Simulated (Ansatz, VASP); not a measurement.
# One calculation of Al, two programs

```
Al
1.0
     2.85774    0.00000    0.00000
     0.00000    4.04146    0.00000
     0.00000    0.00000   19.28661
Al
4
Cartesian
  1.4289 2.0207 7.5000
  0.0000 0.0000 8.9289
  1.4289 2.0207 10.3577
  0.0000 0.0000 11.7866
```

Alike in both runs: task single point; functional PBE; k mesh 12 × 9 × 1; occupations gaussian, width 0.1 eV; no spin polarisation.

```csv
,VASP,Ansatz
version,VASP 6.6.1,Ansatz 0.2.0
potentials or method,"VASP PAW PBE potentials, release 64 (Al)","scalar-relativistic, plane waves, PAW"
plane-wave cutoff (eV),520,420
valence electrons in the cell,12,12
```

Ansatz gave:

* gap on the k mesh at the Fermi level (eV): none
* rms of the force components (eV/Å): 0.099

Task: Which values does VASP return?

Result: gap on the k mesh at the Fermi level (eV): none; rms of the force components (eV/Å): 0.100.

Atom by atom the forces differ by 0.001 eV/Å (rms over components). A gap of «none» marks a metal or a gap that the smearing closes. With one functional, cell and mesh, what is left measures potentials, basis and numerics.
